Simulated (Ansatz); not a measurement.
**Step by step: CaSe, relaxation of cell and atoms**

Computed with DFT, PBE, all-electron LAPW, scalar-relativistic (Ansatz 0.2.0).

Command: `ansatz run input.yaml --threads 1 --pin off --max-ram 2048MiB --backend cpu --events-out ev --progress --plain --runs-dir out` The run took 8.6 s on 1 thread of Arm Neoverse V2 (shared host).

```yaml
crystal:
  lattice:
    - [0.0, 2.9948991977, 2.9948991977]
    - [2.9948991977, 0.0, 2.9948991977]
    - [2.9948991977, 2.9948991977, 0.0]
  atoms:
    - { symbol: Ca, position: [0.0, 0.0, 0.0] }
    - { symbol: Se, position: [0.5, 0.5, 0.5] }
kpoints:
  mp_grid: { grid: [7, 7, 7] }
scf:
  occupations: { method: fermi_dirac, width: 0.02 }
hamiltonian:
  xc: pbe
  pseudopotentials: { kind: all_electron, lapw: { basis_error: 0.001 } }
output:
  forces: true
  stress: true
relax:
  f_tol: 0.005
  max_steps: 80
  cell: {}
```

The geometry is COD entry 1010880, unchecked; take it as a test cell. It is an old determination, and later ones may differ. The listed cell was then made from it by scaling, straining or moving an atom.

Each frame lists the cell vectors (Å), then Cartesian positions (Å); symmetry keeps all forces zero. Free energies count from the first step, -84644.1969 eV.

The walk took 4 evaluations in all; steps that aren't listed are left out.

Step 1: E = 0.0 meV, P = -0.74 GPa

```
cell 0.0000 2.9949 2.9949 2.9949 0.0000 2.9949 2.9949 2.9949 0.0000
Ca    0.0000    0.0000    0.0000
Se    2.9949    2.9949    2.9949
```

Step 2: E = -1.8 meV, P = 0.22 GPa

```
cell 0.0000 2.9745 2.9745 2.9745 0.0000 2.9745 2.9745 2.9745 0.0000
Ca    0.0000    0.0000    0.0000
Se    2.9745    2.9745    2.9745
```

(1) How does the relaxation end?

Answers

(1) It converges, with a = 5.958 Å, b = 5.958 Å, c = 5.958 Å, α = 90.00°, β = 90.00°, γ = 90.00° (conventional cell, space group Fm-3m). The last solve (on a basis chosen afresh for the final cell, so its energy is not quite comparable) gives E = -2.0 meV, P = -0.01 GPa:
```
cell 0.0000 2.9792 2.9792 2.9792 0.0000 2.9792 2.9792 2.9792 0.0000
Ca    0.0000    0.0000    0.0000
Se    2.9792    2.9792    2.9792
```
